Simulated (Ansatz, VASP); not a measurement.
**C in VASP and in Ansatz**

```
CELL_PARAMETERS angstrom
2.47000 0.00000 0.00000
-1.23500 2.13908 0.00000
0.00000 0.00000 6.79000
ATOMIC_POSITIONS crystal
C 0.00000 0.00000 0.00000
C 0.00000 0.00000 0.50000
C 0.33333 0.66667 0.00500
C 0.66667 0.33333 0.50500
```

This is a stacking variant of graphite.

Alike in both runs: task single point; functional PBE; dispersion D3(BJ); k mesh 9 × 9 × 4; occupations gaussian, width 0.1 eV; no spin polarisation.

|  | VASP | Ansatz |
| --- | --- | --- |
| version | VASP 6.6.1 | Ansatz 0.2.0 |
| potentials or method | VASP PAW PBE potentials, release 64 (C) | scalar-relativistic, plane waves, PAW |
| plane-wave cutoff (eV) | 520 | 420 |
| valence electrons in the cell | 16 | 16 |

|  | VASP | Ansatz | Ansatz less VASP |
| --- | --- | --- | --- |
| gap on the k mesh at the Fermi level (eV) | none | none | - |
| pressure (GPa) | -1.4 | -1.8 | -0.44 |
| largest component of the traceless stress (GPa) | 0.71 | 1.25 | +0.538 |
| rms of the force components (eV/Å) | 0.326 | 0.328 | +0.0010 |

Atom by atom the forces differ by 0.001 eV/Å (rms over components). A gap of «none» marks a metal or a gap that the smearing closes.
